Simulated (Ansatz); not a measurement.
The system is BP.

```
P B
1.0
     0.00000    2.26900    2.26900
     2.26900    0.00000    2.26900
     2.26900    2.26900    0.00000
P B
1 1
Direct
  0.75000 0.75000 0.75000
  0.00000 0.00000 0.00000
```

Program: Ansatz 0.2.0. Alike in all runs: potentials or basis Ansatz PAW; no spin polarisation; cell as given; cutoff (eV) 420.

Problem. Order these runs on this cell by their band gap on the k mesh, lowest first.
A. level HSE06; k mesh 5 × 5 × 5; smearing fermi-dirac 0.05 eV; points for each segment of the path 4; mesh quality coarse
B. level BLYP; k mesh 10 × 10 × 10; smearing fermi-dirac 0.05 eV; points for each segment of the path 14; mesh quality not flagged
C. level HF; k mesh 5 × 5 × 5; smearing fermi-dirac 0.05 eV; points for each segment of the path 4; mesh quality coarse
D. level LDA; k mesh 10 × 10 × 10; smearing fixed; mesh quality not flagged
E. level HSE03; k mesh 5 × 5 × 5; smearing fermi-dirac 0.05 eV; points for each segment of the path 4; mesh quality coarse

Solution. D (1.19 eV), B (1.51 eV), E (1.80 eV), A (1.98 eV), C (7.92 eV).

Caveats: some runs use coarse meshes.

A k mesh can miss the band edges, odd and even meshes differently.

Runs at the PBE level aren't shown here.
